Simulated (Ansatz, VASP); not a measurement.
## One calculation of B, two programs

```
B
1.0
     2.14041    0.00000    0.00000
     0.00000    2.70819    0.00000
     0.00000    0.00000    3.49612
B
3
Cartesian
  1.0702 1.3541 0.8506
  1.0702 1.3541 2.6455
  0.0000 0.0000 1.7481
```

Alike in both runs: functional PBE; k mesh 22 × 18 × 14; occupations gaussian, width 0.1 eV; no spin polarisation.

Ansatz relaxed the structure, and its values are those at the end. VASP's run is a single point on that final structure, the one shown.

|  | VASP | Ansatz |
| --- | --- | --- |
| version | VASP 6.6.1 | Ansatz 0.2.0 |
| potentials or method | VASP PAW PBE potentials, release 64 (B) | scalar-relativistic, plane waves, PAW |
| plane-wave cutoff (eV) | 520 | 420 |
| valence electrons in the cell | 9 | 9 |

```csv
,VASP,Ansatz,Ansatz less VASP
gap on the k mesh at the Fermi level (eV),none,none,-
pressure (GPa),0.0,0.0,0.00
```

A gap of «none» marks a metal or a gap that the smearing closes. The functional is the same, so the differences come from potentials, cutoffs and numerics.
